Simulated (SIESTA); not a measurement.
Hf under changes of volume

One of the cells (22.320 Å³/atom); the others are scaled copies at fixed shape and fractional positions:

```xyz
1
Lattice="0.0000 2.2347 2.2347 2.2347 0.0000 2.2347 2.2347 2.2347 0.0000" Properties=species:S:1:pos:R:3 pbc="T T T"
Hf    0.0000    0.0000    0.0000
```

This isn't the form of Hf at room conditions, which is hcp.

| Item | Value |
| --- | --- |
| Program | SIESTA 5.4.2 |
| Functional | PBEsol |
| Potentials or basis | PseudoDojo 0.4 standard (PBEsol files) |
| Basis | DZP (energy shift 0.003 Ry; two zetas on semicore shells) |
| Grid cutoff | 800 Ry |
| Energy shift | 0.003 Ry |
| k mesh | 10 × 10 × 10 |
| Occupations | fermi-dirac, width 0.05 eV |
| Spin | no spin polarisation |

| volume (Å³/atom) | energy over the lowest point (meV/atom) | pressure (GPa) |
| --- | --- | --- |
| 20.569 | 24.15 | 7.3 |
| 21.007 | 8.24 | 4.4 |
| 21.444 | 0.00 | 1.8 |
| 22.320 | 4.28 | -3.0 |
| 22.757 | ? | ? |
| 23.195 | 32.14 | -6.8 |

Task: What does the run at 22.757 Å³/atom give?

Result: Energy over the lowest point 15.67 meV/atom; pressure -5.0 GPa.

Worked out: A Birch-Murnaghan fit of order 3 (a polynomial in V^(-2/3)) to the other rows has its minimum at 21.73 Å³/atom with B0 = V·E''(V) = 121 GPa and B' = 3.5. It gives 15.50 meV/atom at 22.757 Å³/atom, against the run's 15.67, and -dE/dV = -5.1 GPa, against -5.0.

Energies are extrapolated to zero smearing.

Caveats: short orbitals over semicore shells can move pressures by several GPa; the basis of atomic orbitals isn't converged, which shifts pressures, moduli and gaps.
